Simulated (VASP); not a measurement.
# How a change of volume changes BN (F-43m), part 3 of 3

Strain engineering needs slopes: what does a change of volume do to the lattice and the band edges of BN?

VASP 6.6.1, plane waves and PAW; the level of theory is named at each step.

So far. Step 6 (Band edges, r2SCAN): The run ends at a pressure of -7.77 GPa.

## Step 7: Band edges, HSE06

Short lines in KPOINTS_OPT sample the zone centre, for masses, and the other valleys.

Level: HSE06; plane waves and PAW (B, N).

Input file INCAR:

```
SYSTEM = BN
PREC = Accurate
ENCUT = 600
EDIFF = 1E-06
NELM = 100
ISMEAR = 0
SIGMA = 0.02
LREAL = .FALSE.
ALGO = Normal
LHFCALC = .TRUE.
AEXX = 0.25
GGA = PE
HFSCREEN = 0.2
LASPH = .TRUE.
NBANDS = 9
PRECFOCK = Fast
LWAVE = .FALSE.
LCHARG = .FALSE.
KPAR = 4
```

Input file POSCAR:

```
BN
1.0
    0.0000000000      1.8177889142      1.8177889142
    1.8177889142      0.0000000000      1.8177889142
    1.8177889142      1.8177889142      0.0000000000
B N
1 1
Direct
    0.0000000000      0.0000000000      0.0000000000
    0.2500000000      0.2500000000      0.2500000000
```

Input file KPOINTS:

```
Automatic mesh
0
Gamma
7 7 7
0 0 0
```

Input file KPOINTS_OPT:

```
Line mode
6
Line-mode
Reciprocal
  0.00000000   0.00000000   0.00000000
  0.01446550   0.01446550   0.00000000

  0.00000000   0.00000000   0.00000000
  0.00000000  -0.01446550  -0.01446550

  0.31000000   0.31000000   0.00000000
  0.50000000   0.50000000   0.00000000

  0.00000000   0.31000000   0.31000000
  0.00000000   0.50000000   0.50000000

  0.45000000   0.45000000   0.45000000
  0.50000000   0.50000000   0.50000000

  0.45000000   0.00000000   0.00000000
  0.50000000   0.00000000   0.00000000

  0.42500000   0.42500000   0.00000000
  0.42500000   0.43946550   0.01446550

  0.50000000   0.50000000   0.50000000
  0.48977134   0.51022866   0.50000000
```

The projector-augmented-wave data sets are B and N (LDA family, release 64).

Started as:

```sh
mpirun -np 4 vasp_std
```

What it wrote:

```text
[banner, memory and clock lines left out]
running    4 mpi-ranks, on    1 nodes
[...]
[... a notice as in an earlier step ...]

 LDA part: xc-table for (Slater+PW92), standard interpolation
 found WAVECAR, reading the header
 POSCAR, INCAR and KPOINTS ok, starting setup
[...]
reading WAVECAR
 the WAVECAR file was read successfully
 initial charge from wavefunction
 entering main loop
       N       E                     dE             d eps       ncg     rms          rms(c)
DAV:   1    -0.204404959152E+02   -0.20440E+02   -0.63354E-01   365   0.845E+00    0.600E-01
DAV:   2    -0.204410310047E+02   -0.53509E-03   -0.81428E-03   389   0.945E-01    0.399E-01
DAV:   3    -0.204400282532E+02    0.10028E-02   -0.29530E-03   383   0.353E-01    0.235E-01
DAV:   4    -0.204398772648E+02    0.15099E-03   -0.29302E-04   382   0.122E-01    0.140E-01
DAV:   5    -0.204397976792E+02    0.79586E-04   -0.31545E-05   370   0.627E-02    0.782E-02
DAV:   6    -0.204397749405E+02    0.22739E-04   -0.15346E-05   374   0.419E-02    0.427E-02
DAV:   7    -0.204397682335E+02    0.67069E-05   -0.27212E-06   369   0.204E-02    0.240E-02
DAV:   8    -0.204397663618E+02    0.18717E-05   -0.85802E-07   195   0.106E-02    0.139E-02
DAV:   9    -0.204397659404E+02    0.42136E-06   -0.35172E-07   186   0.685E-03
   1 F= -.20439766E+02 E0= -.20439766E+02  d E =-.110099E-33
 Start KPOINTS_OPT (optional k-point list driver)
k-point batch [1-20\48]
       N       E                     dE             ncg
DAV:   1     0.829623847147E+03   -0.29151E+04      360
DAV:   2     0.634849305531E+01   -0.82328E+03      487
DAV:   3    -0.304420695147E+02   -0.36791E+02      403
DAV:   4    -0.305879019823E+02   -0.14583E+00      381
DAV:   5    -0.305893382414E+02   -0.14363E-02      383
DAV:   6    -0.305893404165E+02   -0.21751E-05      348
DAV:   7    -0.305893404199E+02   -0.34002E-08      283
[...]
k-point batch [41-48\48]
       N       E                     dE             ncg
DAV:   1     0.538735547832E+04   -0.33620E+04      144
DAV:   2     0.512871566907E+04   -0.25864E+03      189
DAV:   3     0.511937896563E+04   -0.93367E+01      170
DAV:   4     0.511933181732E+04   -0.47148E-01      157
DAV:   5     0.511933168147E+04   -0.13585E-03      161
DAV:   6     0.511933168132E+04   -0.14967E-06      153
```

It took 47 s on 4 MPI ranks of Intel Xeon 6975P-C (Granite Rapids), shared host; peak memory 0.94 GiB.

From OUTCAR (step 7):

```text
 POSITION                                       TOTAL-FORCE (eV/Angst)
 -----------------------------------------------------------------------------------
      0.00000      0.00000      0.00000        -0.000000     -0.000000     -0.000000
      0.90889      0.90889      0.90889         0.000000      0.000000      0.000000
 -----------------------------------------------------------------------------------
    total drift:                                0.000001     -0.000001      0.000000

  FREE ENERGIE OF THE ION-ELECTRON SYSTEM (eV)
  ---------------------------------------------------
  free  energy   TOTEN  =       -20.4397659404 eV

  energy  without entropy=      -20.4397659404  energy(sigma->0) =      -20.43976594

[... 1 part as in an earlier step ...]

[... 2 further parts left out ...]
[key lines of the parts left out:]
E-fermi :   6.7142
```

Read from the output:

* energy(sigma→0) of the program: -20.4398 eV

## Step 8: The table

Hybrid runs start from orbitals of a short LDA run, not shown.

Runs beyond LDA use the data sets made with LDA; this shifts their levels slightly, and their total energies have another zero (at TB-mBJ, which has no energy functional, they mean nothing).

The other members went through these steps as far as the tables show, with the same cutoff and, step by step, the same mesh (but for the dielectric runs, see below); 50 runs are not shown. The session took 0.95 core hours (wall time by ranks) on a shared machine.

The dielectric columns come from linear-response runs at LDA, run where the gap exceeds a picked 1.2 eV, on meshes that differ between rows: 11×11×11 at 0.94, 0.955, 0.97, 0.985, 1, 1.01, 1.03; 10×10×10 at 1.04, 1.06. A change between rows on different meshes is not the strain's alone.

| volume over the relaxed volume | volume (Å³/atom) | pressure (GPa) | energy above the unstrained row (meV/atom) | gap on the mesh, LDA (eV) | ε∞ (mean) | static ε (mean) | largest Born charge, mean of the diagonal (e) | lowest optical mode (cm⁻¹) | highest mode without LO–TO splitting (cm⁻¹) |
| --- | --- | --- | --- | --- | --- | --- | --- | --- | --- |
| 0.940 | 5.403 | 27.929 | 29.725 | 4.444 | 4.516 | 6.431 | 1.844 | 1151.140 | 1151.140 |
| 0.955 | 5.489 | 20.205 | 16.523 | 4.427 | 4.528 | 6.502 | 1.851 | 1129.540 | 1129.540 |
| 0.970 | 5.576 | 13.005 | 7.350 | 4.409 | 4.540 | 6.574 | 1.859 | 1108.570 | 1108.570 |
| 0.985 | 5.662 | 6.290 | 1.927 | 4.392 | 4.553 | 6.648 | 1.866 | 1088.130 | 1088.130 |
| 1 | 5.748 | 0.028 | 0.000 | 4.375 | 4.566 | 6.724 | 1.874 | 1068.190 | 1068.190 |
| 1.015 | 5.834 | -5.812 | 1.350 | 4.358 | 4.580 | 6.802 | 1.881 | 1048.870 | 1048.870 |
| 1.030 | 5.920 | -11.261 | 5.733 | 4.341 | 4.594 | 6.881 | 1.888 | 1030.060 | 1030.060 |
| 1.045 | 6.007 | -16.347 | 12.951 | 4.324 | 4.609 | 6.964 | 1.895 | 1011.630 | 1011.630 |
| 1.060 | 6.093 | -21.088 | 22.842 | 4.306 | 4.624 | 7.048 | 1.901 | 993.698 | 993.698 |

A cubic of the pressure in ln(V/V₀) through all rows has the slope −B at V₀: B = 403 GPa, and its curvature gives B′ = 3.6.

Band edges at TB-mBJ, counted from the valence-band top at Γ:

| volume over the relaxed volume | gap (eV) | conduction band at Γ (eV) | Δ or X valley along z (eV) | lowest conduction level at L, [111] (eV) | second valence level below the top (eV) | third valence level below the top (eV) |
| --- | --- | --- | --- | --- | --- | --- |
| 0.940 | 5.858 | 10.704 | 5.858 | 12.154 | 0.000 | 0.000 |
| 0.955 | 5.847 | 10.627 | 5.847 | 11.948 | 0.000 | 0.000 |
| 0.970 | 5.834 | 10.551 | 5.834 | 11.747 | 0.000 | 0.000 |
| 0.985 | 5.822 | 10.477 | 5.822 | 11.551 | 0.000 | 0.000 |
| 1 | 5.810 | 10.404 | 5.810 | 11.360 | 0.000 | 0.000 |
| 1.015 | 5.797 | 10.331 | 5.797 | 11.172 | 0.000 | 0.000 |
| 1.030 | 5.784 | 10.259 | 5.784 | 10.989 | 0.000 | 0.000 |
| 1.045 | 5.770 | 10.189 | 5.770 | 10.809 | 0.000 | 0.000 |
| 1.060 | 5.755 | 10.119 | 5.755 | 10.633 | 0.000 | 0.000 |

Band edges at r2SCAN, counted from the valence-band top at Γ:

| volume over the relaxed volume | gap (eV) | conduction band at Γ (eV) | Δ or X valley along z (eV) | lowest conduction level at L, [111] (eV) | second valence level below the top (eV) | third valence level below the top (eV) |
| --- | --- | --- | --- | --- | --- | --- |
| 0.940 | 5.076 | 9.949 | 5.076 | 11.952 | 0.000 | 0.000 |
| 0.955 | 5.059 | 9.871 | 5.059 | 11.783 | 0.000 | 0.000 |
| 0.970 | 5.041 | 9.795 | 5.041 | 11.563 | 0.000 | 0.000 |
| 0.985 | 5.023 | 9.720 | 5.023 | 11.349 | 0.000 | 0.000 |
| 1 | 5.006 | 9.646 | 5.006 | 11.140 | 0.000 | 0.000 |
| 1.015 | 4.988 | 9.573 | 4.988 | 10.935 | 0.000 | 0.000 |
| 1.030 | 4.970 | 9.501 | 4.970 | 10.736 | 0.000 | 0.000 |
| 1.045 | 4.952 | 9.430 | 4.952 | 10.540 | 0.000 | 0.000 |
| 1.060 | 4.934 | 9.360 | 4.934 | 10.349 | 0.000 | 0.000 |

Band edges at HSE06, counted from the valence-band top at Γ, with one row partly withheld:

| volume over the relaxed volume | gap (eV) | conduction band at Γ (eV) | Δ or X valley along z (eV) | lowest conduction level at L, [111] (eV) | second valence level below the top (eV) | third valence level below the top (eV) |
| --- | --- | --- | --- | --- | --- | --- |
| 0.940 | 5.904 | 11.025 | 5.904 | 13.041 | 0.000 | 0.000 |
| 0.955 | 5.885 | 10.943 | 5.885 | 12.871 | 0.000 | 0.000 |
| 0.970 | 5.865 | 10.862 | 5.865 | 12.649 | 0.000 | 0.000 |
| 0.985 | 5.846 | 10.783 | 5.846 | 12.432 | 0.000 | 0.000 |
| 1 | ? | 10.705 | ? | 12.221 | 0.000 | 0.000 |
| 1.015 | 5.808 | 10.628 | 5.808 | 12.014 | 0.000 | 0.000 |
| 1.030 | 5.789 | 10.552 | 5.789 | 11.812 | 0.000 | 0.000 |
| 1.045 | 5.770 | 10.477 | 5.770 | 11.614 | 0.000 | 0.000 |
| 1.060 | 5.750 | 10.403 | 5.750 | 11.420 | 0.000 | 0.000 |

## Step 9: Fit and prediction

The quantity to fit is the Δ or X valley above the valence top at HSE06: 5.904, 5.885, 5.865, 5.846, 5.808, 5.789, 5.770, 5.750 eV in the rows shown.

Fitting a parabola to the 8 known rows (u: logarithm of the volume ratio) gives E = − 0.6808 u² − 1.282 u + 5.827 in eV; the residuals are 2.3e-4 eV r.m.s.

At u = 0 this predicts 5.8274 eV.

## Step 10: The withheld row

The calculation gives 5.8275 eV, so the prediction is 0.0001 eV too low.

## Step 11: Results

| Property | Result |
| --- | --- |
| bulk modulus | 403 GPa |
| gap of the unstrained cell, TB-mBJ | 5.81 eV |
| gap of the unstrained cell, r2SCAN | 5.01 eV |
| dE/d ln V of the Δ or X valley above the valence top, HSE06 | -1.28 eV |
| error of the predicted row | -0.1 meV |

What this shows: The slope of the energy gives 0.47 GPa at the relaxed volume where the pressure column has 0.03 GPa, a mark of the finite basis. At TB-mBJ the lowest conduction valley is Δ or X throughout, and the gap runs between 5.76 and 5.86 eV. At r2SCAN the lowest conduction valley is Δ or X throughout, and the gap runs between 4.93 and 5.08 eV. At HSE06 the lowest conduction valley is Δ or X throughout, and the gap runs between 5.75 and 5.90 eV. Hole masses are left out throughout, since the top bands are degenerate or cross in many series; of conduction masses, those of the Γ, L and (for Si and Ge under (001) strain) Δ valleys are kept where they change by under an eighth between rows. TB-mBJ is a potential fitted for gaps; it has no energy functional, so its total energies and forces mean nothing, and its bands tend to come out too narrow. r2SCAN opens gaps somewhat over GGA but leaves them below measured values as a rule. HSE06 ran on a coarser mesh than the semilocal levels. Spin-orbit coupling is left out at TB-mBJ, r2SCAN and HSE06, so the valence splittings there lack it. Δ or X levels are the lowest on their line, refined by a parabola unless they lie at X; the gap is read from all points sampled and can differ from the lowest valley by some meV, or by tens of meV where strain moves the valence top off Γ. Temperature, zero-point motion and excitons are left out.

[Lines on the potential files, build, host, timing and source positions are cut from VASP's logs without a mark.]

[Logs are printed without paths, hosts, clocks, repeated set-up lines and the standing remarks that a program may print on its own settings, such as how far it seeks lower states.]

[Hosts, paths, dates, database ids (printed as entryN), source tags and the programs' standing remarks are cut or masked in the printed files.]

[In band tables of VASP the shares of atoms and orbitals are scaled to a sum of 1 inside the atoms' spheres.]
